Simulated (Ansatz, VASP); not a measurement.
# One calculation of Al2Cu, two programs

```
Cu Al
1.0
    -2.05706    2.05706    2.88861
     2.05706   -2.05706    2.88861
     2.05706    2.05706   -2.88861
Cu Al
1 2
Direct
  0.50000 0.50000 0.00000
  0.25000 0.75000 0.50000
  0.75000 0.25000 0.50000
```

Change from the starting cell: volume scaled by 1.04.

Alike in both runs: task single point; functional PBEsol; k mesh 9 × 9 × 9; occupations fermi-dirac, width 0.05 eV; no spin polarisation.

```csv
,VASP,Ansatz
version,VASP 6.6.1,Ansatz 0.2.0
potentials or method,"VASP PAW PBE potentials, release 64 (Cu, Al)",Ansatz PAW
plane-wave cutoff (eV),520,420
valence electrons in the cell,17,25
```

```csv
,VASP,Ansatz,Ansatz less VASP
gap on the k mesh at the Fermi level (eV),none,none,-
pressure (GPa),-3.6,-3.8,-0.19
largest component of the traceless stress (GPa),0.10,0.11,+0.003
```

A gap of «none» marks a metal or a gap that the smearing closes. With one functional, cell and mesh, what is left measures potentials, basis and numerics. The two sets of potentials don't hold the same shells in valence.

Caveats: the PAW data sets were made with another functional, which shifts forces and pressure a little (VASP); the PAW data sets come from PBE, with cores solved anew for the run's functional, which leaves a small shift of forces and pressure (Ansatz).
